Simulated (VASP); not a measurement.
Write the native input for VASP 6.6.1 that does the following.

```
Task                   : relaxation of cell and atoms
Functional             : LDA
Potentials or basis    : VASP PAW LDA potentials, release 64 (P)
Cutoff                 : 600 eV
k mesh                 : 10 × 8 × 1
Occupations            : gaussian, width 0.03 eV
Spin                   : no spin polarisation
Dipole correction      : no
Further INCAR settings : ALGO = Normal; EDIFF = 1e-06; IBRION = 2; EDIFFG = -0.005; NSW = 60; ISIF = 3
```

The structure of P lies in POSCAR:

```
P
1.0
    3.3000000000      0.0000000000      0.0000000000
    0.0000000000      4.6000000000      0.0000000000
    0.0000000000      0.0000000000     18.1000000000
P
4
Direct
    0.0000000000      0.0900000000      0.4419889500
    0.5000000000      0.4100000000      0.4419889500
    0.5000000000      0.5900000000      0.5580110500
    0.0000000000      0.9100000000      0.5580110500
```

The cell was built by a generator and needn't be a form met in nature.

These files were run (other wordings do the same):

INCAR

```
PREC = Accurate
ENCUT = 600
EDIFF = 1E-6
ISMEAR = 0
SIGMA = 0.03
LREAL = False
LASPH = True
NELM = 120
ALGO = Normal
ISIF = 3
LWAVE = False
LCHARG = False
IBRION = 2
NSW = 60
EDIFFG = -0.005
LATTICE_CONSTRAINTS = .TRUE. .TRUE. .FALSE.
KPAR = 2
```

KPOINTS

```
regular mesh
0
Gamma
  10 8 1
```

Potentials or basis: VASP PAW LDA potentials, release 64 (P).

The run is started by

```bash
$ cat potpaw_LDA.64/P/POTCAR > POTCAR
$ mpirun -np 2 vasp_std > vasp.out
```

It gave:

The relaxed volume is 64.56 Å³/atom. The relaxed cell is a = 3.269 Å, b = 4.365 Å, c = 18.100 Å, α = 90.00°, β = 90.00°, γ = 90.00°. The space group after relaxing (to 0.05 Å) is Pmna (No. 53) and the energy gained by relaxing is 12.6 meV/atom. The ionic steps are 12 and the band gap on the k mesh is 0.59 eV, direct.

It took 9.5 min on 2 MPI ranks on AMD EPYC 7R13 Processor (Zen 3) (shared host), peak memory 0.35 GiB a rank.
